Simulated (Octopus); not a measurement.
GaN in Octopus: the effect of potentials

GaN:

```
Ga N
1.0
     0.00000    2.25350    2.25350
     2.25350    0.00000    2.25350
     2.25350    2.25350    0.00000
Ga N
1 1
Cartesian
  0.0000 0.0000 0.0000
  1.1268 1.1268 1.1268
```

The cell is a database's computed one.

Alike in all runs:

| Property | Result |
| --- | --- |
| Program | Octopus 16.4 |
| Task | single point |
| Functional | PBE |
| Grid spacing | 0.118 Å |
| k mesh | 8 × 8 × 8 |
| Occupations | fermi-dirac, width 0.05 eV |
| Spin | no spin polarisation |

Task: One run gave: gap on the mesh 2.29 eV. Which potentials did it use?
A. hgh_lda (LDA)
B. pseudodojo_pbe (PseudoDojo 0.5, PBE)
C. sg15 (PBE)
D. pseudodojo_lda (PseudoDojo 0.4, LDA)
E. SPMS 1.0 (PBE)

Result: A.

| potentials | gap on the mesh (eV) |
| --- | --- |
| pseudodojo_pbe (PseudoDojo 0.5, PBE) | 1.76 |
| sg15 (PBE) | 1.78 |
| pseudodojo_pbesol (PseudoDojo 0.4, PBEsol) | 1.81 |
| pseudodojo_lda (PseudoDojo 0.4, LDA) | 1.98 |
| hgh_lda (LDA) | 2.29 |
| PseudoDojo 0.5 stringent (PBE) | 1.75 |
| SPMS 1.0 (PBE) | 1.76 |
| in-house norm-conserving set, PBE, scalar relativistic | 1.74 |

Caveats: this is an older set of potentials, less accurate than current ones (some runs).

The runs don't all hold the same shells in valence.
